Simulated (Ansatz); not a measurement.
Born–Oppenheimer molecular dynamics of a periodic cell of 12 atoms, TiO$_{2}$ (start crystal TiO2, start structure I4/m, volume 1.15 times the crystal's). It goes on from the last frame of an earlier run, with new velocities.

These are results of DFT PBE, scalar-relativistic, plane waves, PAW in Ansatz 0.2.0, not measurements. Settings: PAW set soft_1, cutoff 420 eV, k mesh 3x3x2, fermi-dirac smearing 0.24 eV, no spin polarisation.

* ensemble: NVT, Langevin thermostat
* time step: 1.5 fs
* steps asked: 109
* set temperature: 2240 K
* friction: 0.02 /fs
* temperature schedule: 82 steps to 300 K, then 27 steps to 300 K
* seed: 582558

Frames 7.5 fs apart, positions in Å.

Velocities at 0.0 fs (Å/ps):

```
Ti 4.46 2.07 -4.52
Ti -3.58 0.98 0.38
Ti 11.54 -8.31 -4.82
Ti -15.24 10.00 0.95
O -1.73 -0.36 13.54
O -3.10 8.38 -4.01
O -21.27 -15.41 -3.30
O 9.32 -6.36 14.00
O 13.69 -3.14 -3.71
O 5.42 1.66 8.79
O -2.60 -10.45 -5.35
O 8.66 11.50 4.01
```

```xyz
12
Lattice="-4.5582 4.5582 1.9776 4.5582 -4.5582 1.9776 4.5582 4.5582 -1.9776" Properties=species:S:1:pos:R:3 time_fs=0.0 energy_less_start_eV=0.000 T=2053
Ti -0.130 2.460 0.082
Ti 6.595 -0.182 0.290
Ti -1.803 4.763 1.687
Ti 4.659 2.062 1.913
O 1.831 4.304 0.184
O 3.233 -3.369 2.055
O 4.414 1.490 -0.127
O 1.414 1.551 -0.424
O 3.260 3.092 1.943
O -0.086 3.179 2.290
O 1.717 7.545 0.044
O 3.117 0.129 1.728
12
Lattice="-4.5582 4.5582 1.9776 4.5582 -4.5582 1.9776 4.5582 4.5582 -1.9776" Properties=species:S:1:pos:R:3 time_fs=7.5 energy_less_start_eV=0.493 T=2121
Ti -0.098 2.483 0.049
Ti 6.569 -0.195 0.279
Ti -1.731 4.695 1.658
Ti 4.574 2.123 1.895
O 1.784 4.270 0.269
O 3.204 -3.287 2.007
O 4.256 1.404 -0.194
O 1.450 1.450 -0.309
O 3.341 3.112 1.927
O -0.050 3.201 2.311
O 1.637 7.484 -0.034
O 3.193 0.244 1.808
12
Lattice="-4.5582 4.5582 1.9776 4.5582 -4.5582 1.9776 4.5582 4.5582 -1.9776" Properties=species:S:1:pos:R:3 time_fs=15.0 energy_less_start_eV=0.661 T=2352
Ti -0.048 2.524 -0.004
Ti 6.537 -0.212 0.260
Ti -1.673 4.614 1.640
Ti 4.559 2.151 1.858
O 1.681 4.257 0.358
O 3.138 -3.246 1.924
O 4.176 1.334 -0.270
O 1.465 1.355 -0.136
O 3.253 3.271 1.962
O 0.016 3.214 2.276
O 1.578 7.449 -0.129
O 3.234 0.332 1.927
12
Lattice="-4.5582 4.5582 1.9776 4.5582 -4.5582 1.9776 4.5582 4.5582 -1.9776" Properties=species:S:1:pos:R:3 time_fs=22.5 energy_less_start_eV=1.785 T=1777
Ti 0.003 2.594 -0.047
Ti 6.499 -0.234 0.230
Ti -1.636 4.541 1.609
Ti 4.557 2.126 1.838
O 1.552 4.241 0.392
O 3.123 -3.176 1.834
O 4.221 1.376 -0.293
O 1.480 1.323 0.052
O 3.201 3.416 1.993
O 0.048 3.281 2.193
O 1.555 7.445 -0.243
O 3.266 0.361 2.037
12
Lattice="-4.5582 4.5582 1.9776 4.5582 -4.5582 1.9776 4.5582 4.5582 -1.9776" Properties=species:S:1:pos:R:3 time_fs=30.0 energy_less_start_eV=0.631 T=2878
Ti 0.070 2.626 -0.097
Ti 6.438 -0.218 0.192
Ti -1.645 4.444 1.616
Ti 4.524 2.108 1.865
O 1.393 4.190 0.331
O 3.141 -3.080 1.829
O 4.326 1.536 -0.262
O 1.500 1.345 0.210
O 3.315 3.454 1.995
O 0.052 3.333 2.100
O 1.492 7.483 -0.332
O 3.294 0.266 1.952
12
Lattice="-4.5582 4.5582 1.9776 4.5582 -4.5582 1.9776 4.5582 4.5582 -1.9776" Properties=species:S:1:pos:R:3 time_fs=37.5 energy_less_start_eV=0.868 T=2424
Ti 0.148 2.588 -0.109
Ti 6.387 -0.179 0.136
Ti -1.676 4.369 1.627
Ti 4.492 2.095 1.915
O 1.287 4.133 0.202
O 3.185 -3.025 1.822
O 4.464 1.687 -0.187
O 1.521 1.387 0.309
O 3.458 3.439 2.002
O 0.018 3.305 1.978
O 1.462 7.541 -0.411
O 3.319 0.152 1.777
12
Lattice="-4.5582 4.5582 1.9776 4.5582 -4.5582 1.9776 4.5582 4.5582 -1.9776" Properties=species:S:1:pos:R:3 time_fs=45.0 energy_less_start_eV=1.034 T=2435
Ti 0.229 2.532 -0.087
Ti 6.341 -0.146 0.045
Ti -1.694 4.290 1.611
Ti 4.485 2.042 1.971
O 1.267 4.130 0.035
O 3.237 -2.986 1.812
O 4.606 1.794 -0.088
O 1.517 1.434 0.356
O 3.504 3.533 1.994
O 0.012 3.242 1.853
O 1.529 7.661 -0.476
O 3.375 0.088 1.695
12
Lattice="-4.5582 4.5582 1.9776 4.5582 -4.5582 1.9776 4.5582 4.5582 -1.9776" Properties=species:S:1:pos:R:3 time_fs=52.5 energy_less_start_eV=1.474 T=1712
Ti 0.282 2.476 -0.060
Ti 6.323 -0.088 -0.044
Ti -1.713 4.253 1.623
Ti 4.472 2.026 2.029
O 1.346 4.186 -0.141
O 3.291 -2.946 1.841
O 4.760 1.856 -0.049
O 1.508 1.470 0.381
O 3.477 3.596 1.997
O 0.025 3.180 1.749
O 1.606 7.795 -0.481
O 3.429 0.047 1.708
12
Lattice="-4.5582 4.5582 1.9776 4.5582 -4.5582 1.9776 4.5582 4.5582 -1.9776" Properties=species:S:1:pos:R:3 time_fs=60.0 energy_less_start_eV=0.583 T=2093
Ti 0.314 2.422 -0.034
Ti 6.332 -0.004 -0.102
Ti -1.715 4.275 1.676
Ti 4.473 2.037 2.081
O 1.464 4.306 -0.317
O 3.244 -2.966 1.831
O 4.863 1.778 -0.084
O 1.605 1.417 0.404
O 3.406 3.547 1.991
O 0.049 3.159 1.690
O 1.583 7.850 -0.490
O 3.467 0.062 1.765
12
Lattice="-4.5582 4.5582 1.9776 4.5582 -4.5582 1.9776 4.5582 4.5582 -1.9776" Properties=species:S:1:pos:R:3 time_fs=67.5 energy_less_start_eV=-0.101 T=2683
Ti 0.331 2.374 -0.035
Ti 6.380 0.093 -0.117
Ti -1.682 4.310 1.720
Ti 4.448 2.066 2.117
O 1.599 4.459 -0.433
O 3.156 -3.047 1.790
O 4.925 1.609 -0.153
O 1.772 1.301 0.402
O 3.371 3.447 1.973
O 0.082 3.189 1.676
O 1.537 7.841 -0.457
O 3.517 0.142 1.846
12
Lattice="-4.5582 4.5582 1.9776 4.5582 -4.5582 1.9776 4.5582 4.5582 -1.9776" Properties=species:S:1:pos:R:3 time_fs=75.0 energy_less_start_eV=0.601 T=2276
Ti 0.346 2.304 -0.040
Ti 6.455 0.187 -0.168
Ti -1.636 4.361 1.778
Ti 4.440 2.101 2.128
O 1.671 4.573 -0.492
O 3.137 -3.137 1.744
O 4.955 1.413 -0.228
O 1.915 1.236 0.337
O 3.308 3.304 2.006
O 0.137 3.157 1.651
O 1.488 7.789 -0.409
O 3.529 0.254 1.916
12
Lattice="-4.5582 4.5582 1.9776 4.5582 -4.5582 1.9776 4.5582 4.5582 -1.9776" Properties=species:S:1:pos:R:3 time_fs=82.5 energy_less_start_eV=0.018 T=1803
Ti 0.369 2.238 -0.030
Ti 6.514 0.260 -0.201
Ti -1.613 4.392 1.825
Ti 4.480 2.119 2.112
O 1.686 4.671 -0.433
O 3.292 -3.143 1.725
O 4.934 1.292 -0.278
O 1.958 1.262 0.227
O 3.166 3.225 2.051
O 0.207 3.046 1.640
O 1.501 7.784 -0.332
O 3.527 0.338 1.974
```

Of the whole run (164 fs, mean temperature of the second half 1002 K): The schedule's set-point averaged 463 K over the second half and the system 1002 K, so it lags behind the ramp. A run of 0.16 ps of so small a system gives no equilibrium averages. Limits of this set-up: coarse k mesh.

The run took 21 min on 1 thread of Arm Neoverse V2, with other jobs on the host, peak memory 0.47 GiB.
